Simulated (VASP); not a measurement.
# MgB (Pm-3m) in VASP: single point with LDA

Aim: the single point of MgB with LDA.

Everything below comes from runs of VASP 6.6.1. Logs are shortened: lines on timing, memory, paths and dates and some standing lists are left out, and cuts for length are marked.

### 1 The structure

It takes space group Pm-3m (No. 221, cubic). Conventional cell: a = 2.893 Å, b = 2.893 Å, c = 2.893 Å, α = 90.00°, β = 90.00°, γ = 90.00°. B (site symmetry m-3m) has 8 Mg at 2.51 Å as nearest neighbours. Around Mg (site symmetry m-3m) lie 8 B at 2.51 Å.

The cell comes from a database or a generator and needn't be the stable form of this composition.

### 2 Single point, LDA

Contents of INCAR:

```
SYSTEM = MgB
PREC = Accurate
ENCUT = 520
EDIFF = 1E-6
ISMEAR = -1
SIGMA = 0.05
LREAL = .False.
LASPH = .True.
NELM = 100
ALGO = Normal
ISIF = 2
LWAVE = .False.
LCHARG = .True.
GGA = CA
LELF = .True.
LVHAR = .True.
NBANDS = 10
```

Contents of KPOINTS:

```
Automatic mesh
0
Gamma
  11 11 11
  0 0 0
```

Contents of POSCAR:

```
MgB
1.0
    2.8930974391      0.0000000000      0.0000000000
    0.0000000000      2.8930974391      0.0000000000
    0.0000000000      0.0000000000      2.8930974391
B Mg
1 1
Direct
    0.0000000000      0.0000000000      0.0000000000
    0.5000000000      0.5000000000      0.5000000000
```

Potentials or basis: VASP PAW LDA potentials, release 64 (B, Mg).

On the command line:

```sh
cat potpaw_LDA.64/B/POTCAR potpaw_LDA.64/Mg/POTCAR > POTCAR
mpirun -np 1 vasp_std > vasp.out
```

OUTCAR:

```text
SYSTEM = MgB
   PREC = Accurate
   ENCUT = 520
   EDIFF = 1E-6
   ISMEAR = -1
   LREAL = .False.
   LASPH = .True.
   NELM = 100
   ISIF = 2
   GGA = CA

 ion  position               nearest neighbor table
   1  0.000  0.000  0.000-   2 2.51   2 2.51   2 2.51   2 2.51   2 2.51   2 2.51   2 2.51   2 2.51

   2  0.500  0.500  0.500-   1 2.51   1 2.51   1 2.51   1 2.51   1 2.51   1 2.51   1 2.51   1 2.51

  LATTYP: Found a simple cubic cell.
 ALAT       =     2.8930974391

  Lattice vectors:

 A1 = (   2.8930974391,   0.0000000000,   0.0000000000)
 A2 = (   0.0000000000,   2.8930974391,   0.0000000000)
 A3 = (   0.0000000000,   0.0000000000,   2.8930974391)

Analysis of symmetry for initial positions (statically):
=====================================================================
 Subroutine PRICEL returns:
 Original cell was already a primitive cell.

 Routine SETGRP: Setting up the symmetry group for a
 simple cubic supercell.

 Subroutine GETGRP returns: Found 48 space group operations
 (whereof 48 operations were pure point group operations)
 out of a pool of 48 trial point group operations.

The static configuration has the point symmetry O_h .

Analysis of symmetry for dynamics (positions and initial velocities):
=====================================================================
 Subroutine PRICEL returns:
 Original cell was already a primitive cell.

 Routine SETGRP: Setting up the symmetry group for a
 simple cubic supercell.

 Subroutine GETGRP returns: Found 48 space group operations
 (whereof 48 operations were pure point group operations)
 out of a pool of 48 trial point group operations.

The dynamic configuration has the point symmetry O_h .

 Subroutine INISYM returns: Found 48 space group operations
 (whereof 48 operations are pure point group operations),
 and found     1 'primitive' translations

----------------------------------------------------------------------------------------

                                     Primitive cell

  volume of cell :      24.2153

  direct lattice vectors                    reciprocal lattice vectors
     2.893097439  0.000000000  0.000000000     0.345650301  0.000000000  0.000000000
     0.000000000  2.893097439  0.000000000     0.000000000  0.345650301  0.000000000
     0.000000000  0.000000000  2.893097439     0.000000000  0.000000000  0.345650301

  length of vectors
     2.893097439  2.893097439  2.893097439     0.345650301  0.345650301  0.345650301

  position of ions in fractional coordinates (direct lattice)
     0.000000000  0.000000000  0.000000000
     0.500000000  0.500000000  0.500000000

  ion indices of the primitive-cell ions
   primitive index   ion index
                 1           1
                 2           2

----------------------------------------------------------------------------------------

 KPOINTS: Automatic mesh

Automatic generation of k-mesh.
 Grid dimensions read from file:
 generate k-points for:   11   11   11

 Generating k-lattice:

  Cartesian coordinates                     Fractional coordinates (reciprocal lattice)
     0.031422755  0.000000000  0.000000000     0.090909091  0.000000000  0.000000000
     0.000000000  0.031422755  0.000000000     0.000000000  0.090909091  0.000000000
     0.000000000  0.000000000  0.031422755     0.000000000  0.000000000  0.090909091

  Length of vectors
     0.031422755  0.031422755  0.031422755

  Shift w.r.t. Gamma in fractional coordinates (k-lattice)
     0.000000000  0.000000000  0.000000000

 Subroutine IBZKPT returns following result:
 ===========================================

 Found     56 irreducible k-points:

 Following reciprocal coordinates:
            Coordinates               Weight
  0.000000  0.000000  0.000000      1.000000
  0.090909  0.000000  0.000000      6.000000
  0.181818  0.000000  0.000000      6.000000
  0.272727  0.000000  0.000000      6.000000
  0.363636  0.000000  0.000000      6.000000
  0.454545  0.000000  0.000000      6.000000
[... 16 lines left out ...]
  0.181818  0.090909  0.090909     24.000000
  0.272727  0.090909  0.090909     24.000000
 [... further k-points ...]
   k-points           NKPTS =     56   k-points in BZ     NKDIM =     56   number of bands    NBANDS=     10
   number of dos      NEDOS =    301   number of ions     NIONS =      2
   total plane-waves  NPLWV =  13824
   dimension x,y,z NGX =    24 NGY =   24 NGZ =   24
   dimension x,y,z NGXF=    48 NGYF=   48 NGZF=   48
   ions per type =               1   1
   NGX,Y,Z   is equivalent  to a cutoff of  13.79, 13.79, 13.79 a.u.
   NGXF,Y,Z  is equivalent  to a cutoff of  27.58, 27.58, 27.58 a.u.
 SYSTEM =  MgB
   PREC   = accura    normal or accurate (medium, high low for compatibility)
   ISTART =      0    job   : 0-new  1-cont  2-samecut
   ICHARG =      2    charge: 1-file 2-atom 10-const
   ISPIN  =      1    spin polarized calculation?
   LNONCOLLINEAR =      F non collinear calculations
   LSORBIT =      F    spin-orbit coupling
   LASPH  =      T    aspherical Exc in radial PAW
   ENCUT  =  520.0 eV  38.22 Ry    6.18 a.u.   5.38  5.38  5.38*2*pi/ulx,y,z
   NELM   =    100;   NELMIN=  2; NELMDL= -5     # of ELM steps
   EDIFF  = 0.1E-05   stopping-criterion for ELM
   LREAL  =      F    real-space projection
   EDIFFG = 0.1E-04   stopping-criterion for IOM
   NSW    =      0    number of steps for IOM
   IBRION =     -1    ionic relax: 0-MD 1-quasi-New 2-CG
   NFREE  =      0    steps in history (QN), initial steepest desc. (CG)
   ISIF   =      2    stress and relaxation
   ISYM   =      2    0-nonsym 1-usesym 2-fastsym
   POTIM  = 0.5000    time-step for ionic-motion
   TEBEG  =    0.0;   TEEND  =   0.0 temperature during run
   PSTRESS=    0.0 pullay stress
   NELECT =       5.0000    total number of electrons
   NUPDOWN=      -1.0000    fix difference up-down
   EMIN   =  10.00;   EMAX   =-10.00  energy-range for DOS
   EFERMI =   0.00;   METHOD = LEGACY
   ISMEAR =    -1;   SIGMA  =   0.05  broadening in eV -4-tet -1-fermi 0-gaus
   EFERMI_NEDOS =   21; number of points for ismear=-14 and -15
   IALGO  =     38    algorithm
   IMIX   =      4    mixing-type and parameters
     AMIX     =   0.40;   BMIX     =  1.00
     AMIX_MAG =   1.60;   BMIX_MAG =  1.00
  volume/ion in A,a.u.               =      12.11        81.71
  Fermi-wavevector in a.u.,A,eV,Ry     =   0.967613  1.828524 12.738798  0.936275
  Thomas-Fermi vector in A             =   2.097514
   LORBIT       =      0    0 simple, 1 ext, 2 COOP (PROOUT), +10 PAW based schemes
   GGA     = CA    functional components
   LHFCALC =     F    Hartree Fock is set to
   AEXX    =    0.0000 exact exchange contribution
   IVDW    =     0    specifies the selected vdW correction
   LEPSILON=     F    determine dielectric tensor
   LRPA    =     F    only Hartree local field effects (RPA)
 non-spin polarized calculation
  energy-cutoff  :      520.00
  volume of cell :       24.22
 maximum number of plane-waves:       667
 NGX is ok and might be reduce to    24
   NGX = 11   NGY = 11   NGZ = 11

 number of electron       5.0000000 magnetization

 Free energy of the ion-electron system (eV)
  ---------------------------------------------------
  ext. energy  EPLUGINS =         0.00000000
  ---------------------------------------------------
  free energy    TOTEN  =        -7.67827702 eV

  energy without entropy =       -7.67465640  energy(sigma->0) =       -7.67646671

 E-fermi :   4.5361     XC(G=0): -10.5583

 val. band max:        4.3808368323   @ k =   0.4545   0.2727   0.0909
 cond. band min:       4.6087341317   @ k =   0.3636   0.3636   0.3636
 fundamental gap:      0.2278972994
 Fermi energy:         4.5360881870

 k-point     1 :       0.0000    0.0000    0.0000
  band No.  band energies     occupation
      1      -6.1610      2.00000
      2       7.0049      0.00000
      3       7.0049      0.00000
      4       7.0049      0.00000
      5      11.5636      0.00000
      6      11.5636      0.00000
      7      13.4705      0.00000
      8      22.4448      0.00000
      9      22.4448      0.00000
     10      22.4448      0.00000

 k-point     2 :       0.0909    0.0000    0.0000
  band No.  band energies     occupation
      1      -6.0304      2.00000
      2       5.9870      0.00000
      3       7.0791      0.00000
      4       7.0791      0.00000
      5      11.7094      0.00000
      6      12.4000      0.00000
      7      13.8027      0.00000
      8      21.8296      0.00000
      9      21.8296      0.00000
     10      22.2762      0.00000

 k-point     3 :       0.1818    0.0000    0.0000
  band No.  band energies     occupation
      1      -5.6412      2.00000
      2       4.1062      1.99963
      3       7.2895      0.00000
      4       7.2895      0.00000
      5      12.1459      0.00000
      6      13.2539      0.00000
      7      15.1137      0.00000
      8      20.4245      0.00000
      9      20.4245      0.00000
     10      22.0967      0.00000

 k-point     4 :       0.2727    0.0000    0.0000
  band No.  band energies     occupation
      1      -5.0039      2.00000
      2       2.1817      2.00000
      3       7.5943      0.00000
      4       7.5943      0.00000
      5      12.8692      0.00000
      6      13.8159      0.00000
      7      16.3169      0.00000
      8      18.9301      0.00000
      9      18.9301      0.00000
     10      21.1161      0.00000
[... 222 lines left out ...]
 k-point    22 :       0.0909    0.0909    0.0909
  band No.  band energies     occupation
      1      -5.7703      2.00000
      2       6.0171      0.00000
      3       6.0171      0.00000
      4       6.5010      0.00000
      5      13.0788      0.00000
      6      13.0788      0.00000
      7      14.1358      0.00000
      8      20.6198      0.00000
      9      21.3222      0.00000
     10      21.3222      0.00000

 k-point    23 :       0.1818    0.0909    0.0909
  band No.  band energies     occupation
      1      -5.3837      2.00000
      2       4.2873      1.98630
      3       6.2807      0.00000
      4       6.6439      0.00000
      5      13.3381      0.00000
      6      14.0374      0.00000
      7      15.0149      0.00000
      8      19.5470      0.00000
      9      19.7025      0.00000
     10      21.5687      0.00000

 k-point    24 :       0.2727    0.0909    0.0909
  band No.  band energies     occupation
      1      -4.7508      2.00000
      2       2.3961      2.00000
      3       6.6750      0.00000
      4       6.9996      0.00000
      5      13.6354      0.00000
      6      14.3516      0.00000
      7      15.6641      0.00000
      8      18.0929      0.00000
      9      19.3058      0.00000
     10      22.3074      0.00000

 [... further k-points ...]

------------------------ aborting loop because EDIFF is reached ----------------------------------------

  FORCE on cell =-STRESS in cart. coord.  units (eV):
  Direction    XX          YY          ZZ          XY          YZ          ZX
  --------------------------------------------------------------------------------------
  -------------------------------------------------------------------------------------
  Total       -0.8817785     -0.8817785     -0.8817785     -0.0000000     -0.0000000     -0.0000000
  in kB      -58.3419431    -58.3419431    -58.3419431     -0.0000000     -0.0000000     -0.0000000
  external PRESSURE =     -58.3419431 kB  Pullay stress =       0.0000000 kB

 VOLUME and BASIS-vectors are now :
 -----------------------------------------------------------------------------
  energy-cutoff  :      520.00
  volume of cell :       24.22
      direct lattice vectors                 reciprocal lattice vectors
     2.893097439  0.000000000  0.000000000     0.345650301  0.000000000  0.000000000
     0.000000000  2.893097439  0.000000000     0.000000000  0.345650301  0.000000000
     0.000000000  0.000000000  2.893097439     0.000000000  0.000000000  0.345650301

 POSITION                                       TOTAL-FORCE (eV/Angst)
 -----------------------------------------------------------------------------------
      0.00000      0.00000      0.00000         0.000000      0.000000      0.000000
      1.44655      1.44655      1.44655         0.000000      0.000000      0.000000
 -----------------------------------------------------------------------------------
    total drift:                               -0.000000      0.000000      0.000000

  FREE ENERGIE OF THE ION-ELECTRON SYSTEM (eV)
  ---------------------------------------------------
  free  energy   TOTEN  =        -7.6782770199 eV

  energy  without entropy=       -7.6746563996  energy(sigma->0) =       -7.67646671
```

Wall time 3.6 s (1 thread of Intel Xeon 6975P-C (Granite Rapids), shared host); peak memory 0.13 GiB.

What came out:

| Item | Value |
| --- | --- |
| Free energy | -7.6783 eV |
| Pressure | -5.8 GPa |
| Band gap on the k mesh | none (metal or under the smearing width) |

Levels at points of the mesh, in eV from the Fermi level:
| k point | band 1 | band 2 | band 3 | band 4 | band 5 | band 6 | band 7 |
| --- | --- | --- | --- | --- | --- | --- | --- |
| (0.00, 0.00, 0.00) | -10.70 | 2.47 | 2.47 | 2.47 | 7.03 | 7.03 | 8.93 |
